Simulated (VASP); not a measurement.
Input of a VASP 6.6.1 run:

INCAR

```
SYSTEM = Co
PREC     = Accurate       ! precision mode
ENCUT    = 520            ! plane-wave cutoff, eV
EDIFF    = 1E-6           ! SCF threshold, eV
ISMEAR   = 0              ! smearing method
SIGMA    = 0.05           ! smearing width, eV
LREAL    = .False.        ! projectors in reciprocal space
LASPH    = .True.         ! aspherical terms in the spheres
NELM     = 120            ! most SCF steps
ALGO     = Normal         ! electronic algorithm
ISIF     = 2              ! what is computed and relaxed
LWAVE    = .False.        ! write WAVECAR
LCHARG   = .True.         ! write CHGCAR
ISPIN    = 2              ! spin polarisation
MAGMOM   = 2 2 2 2 2 2 2  ! initial moments
LORBIT   = 11             ! projections on sites
LMAXMIX  = 4              ! l up to which the mixer works
LDIPOL   = .True.       
IDIPOL   = 3            
DIPOL    = 0.5 0.5 0.500
GGA      = PE             ! functional
LELF     = .True.         ! ELF
LVHAR    = .True.       
LVACPOTAV= .True.
```

The input KPOINTS:

```
regular mesh
0
Gamma
  10 10 1
  0 0 0
```

POSCAR

```
Co
1.0
    2.5395032940      0.0000000000      0.0000000000
    0.0000000000      2.5395032940      0.0000000000
    0.0000000000      0.0000000000     25.7742000000
Co
7
Direct
    0.5000000000      0.5000000000      0.2909886631
    0.0000000000      0.0000000000      0.3606591087
    0.5000000000      0.5000000000      0.4303295544
    0.0000000000      0.0000000000      0.5000000000
    0.5000000000      0.5000000000      0.5696704456
    0.0000000000      0.0000000000      0.6393408913
    0.5000000000      0.5000000000      0.7090113369
```

Potentials or basis: VASP PAW PBE potentials, release 64 (Co).

The run is started by

```sh
$ cat potpaw_PBE.64/Co/POTCAR > POTCAR
$ mpirun -np 1 vasp_std > vasp.out
```

Problem. Predict the work function of the upper face.

Solution. 4.57 eV.

Problem. Estimate the work function of the lower face.

Solution. 4.57 eV.

Problem. Estimate the site moments.

Solution. Co +1.91, +1.74, +1.73 μB.

Problem. Predict the band gap on the k mesh.

Solution. None (metal or under the smearing width).

Problem. What does it give for the net moment?

Solution. 12.37 μB per cell.

Forces in eV/Å, atoms in the order of the input:
```
Co   0.000  0.000  0.772
Co   0.000  0.000 -0.344
Co   0.000  0.000  0.054
Co   0.000  0.000  0.000
Co   0.000  0.000 -0.054
Co   0.000  0.000  0.344
Co   0.000  0.000 -0.772
```
